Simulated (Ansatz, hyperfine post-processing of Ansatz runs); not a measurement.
# LiFeP2O7: isotropic lines and sites in a paramagnetic 7Li spectrum

Calculated values: DFT, PBEsol+U, plane-wave PAW, default files (PAW set soft_2), collinear spin, scalar-relativistic (Ansatz), contact and point-dipole shifts scaled to 330 K with Θ = 0 K (a pure Curie law); spin-only moments, above the ordering temperature.

```xyz
22
Lattice="3.2733 -4.1695 0.0000 3.2733 4.1695 0.0000 -2.1682 0.0000 8.8148" Properties=species:S:1:pos:R:3 pbc="T T T"
Fe    2.2415   -1.4899    4.3852
Fe    1.1574    1.4899    8.7925
P     3.4243   -0.0221    7.0258
P    -0.0937    0.0766    6.1739
P     0.9904   -0.0766    1.7665
P     4.5084    0.0221    2.6184
O     1.2525   -1.3669    0.9651
O     3.0150    1.2031    7.8538
O     0.5971    0.0380    7.5501
O     4.4801    1.3075    3.4459
O     2.7119    3.9384    2.1176
O     3.7114    0.0952    1.3056
O     4.0991   -1.2031    3.4464
O     0.1684    1.3669    5.3725
O     1.2369    1.1900    0.9533
O     0.1528   -1.1900    5.3607
O     2.6272   -0.0952    5.7130
O     3.3960   -1.3075    7.8533
O     1.6278   -3.9384    6.5250
O     1.6812   -0.0380    3.1428
Li    2.0461    1.6579    4.5012
Li    3.1302   -1.6579    0.0938
```

7Li MAS at 4.7 T (77.8 MHz), 40 kHz, 330 K; contact and dipolar shift alone, no orbital or quadrupolar part; lines under 1.5 % of the strongest are left out. Lines of the NMR spectrum (strongest = 100):

| position (ppm) | intensity |
| --- | --- |
| -1310.9 | 2.4 |
| -796.6 | 14 |
| -282.3 | 36 |
| 231.9 | 100 |
| 746.2 | 52 |
| 1260.5 | 8.3 |

Q: Find the isotropic shifts among the lines and assign them to the Li sites.

Sidebands are spaced by 514 ppm (the spinning rate over the resonance of 77.8 MHz). An isotropic line need not be the tallest: it is the area-weighted centre of its own family of sidebands, and the one that stays put when the rate is changed. Isotropic shifts: 232 ppm for atom 21 and the 1 atom equivalent to it (3 Fe through links of 97 to 104° (5) and 110° (1)), reduced anisotropy -1104 ppm.

[Logs are printed without paths, hosts, clocks, repeated set-up lines and the standing remarks that a program may print on its own settings, such as how far it seeks lower states.]

[Hosts, paths, dates, database ids (printed as entryN), source tags and the programs' standing remarks are cut or masked in the printed files.]
